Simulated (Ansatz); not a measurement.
## simple cubic against fcc along the alkaline-earth metals

Computed with DFT, revPBE, plane waves (420 eV) with PAW, scalar-relativistic in Ansatz 0.2.0. The PAW files were generated under PBE, with cores re-solved for the functional.

Each structure is relaxed within its symmetry, in the lowest magnetic state of the tried starts. Differences under about 8 meV lie within the error of the k-point mesh.

| element | E(simple cubic) − E(fcc) (meV/atom) | V(simple cubic) (Å³/atom) | V(fcc) (Å³/atom) | state of simple cubic | state of fcc |
| --- | --- | --- | --- | --- | --- |
| Be | 896 | 10.49 | 8.06 | spin not included | spin not included |
| Mg | 366 | 28.32 | 23.75 | spin not included | spin not included |
| Ca | ? | ? | ? | ? | ? |
| Sr | 388 | 61.44 | 57.64 | spin not included | spin not included |
| Ba | 296 | 66.14 | 68.01 | spin not included | spin not included |

Q: Fill in the row of Ca.

A: E(simple cubic) − E(fcc) (meV/atom): 399; V(simple cubic) (Å³/atom): 46.31; V(fcc) (Å³/atom): 43.93; state of simple cubic: spin not included; state of fcc: spin not included.
